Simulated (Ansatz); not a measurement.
Base system: InN in the wurtzite structure (space group P6_3mc, No. 186; a = 3.5809 Å, c = 5.7882 Å).

Calculations: DFT with PBE, PAW potentials and a 420 eV plane-wave cutoff in Ansatz (a first-principles code), scalar-relativistic without spin-orbit coupling, earlier PAW set.

Base values:

Lattice parameter a: 3.581 Å

The change: a hydrostatic pressure of 30 GPa.

Problem. How does this affect the lattice parameter a?

Solution. The lattice parameter a decreases by 0.185 Å to 3.396 Å.

Load acts through the strain it causes; cell and atoms are relaxed under it. Stability against distortions was not tested. Tetrahedral semiconductors of this kind turn to denser phases somewhere between about 1 and 50 GPa; those were not computed, so compressed cells here can lie past the real transition. The final runs are not spin-polarised.
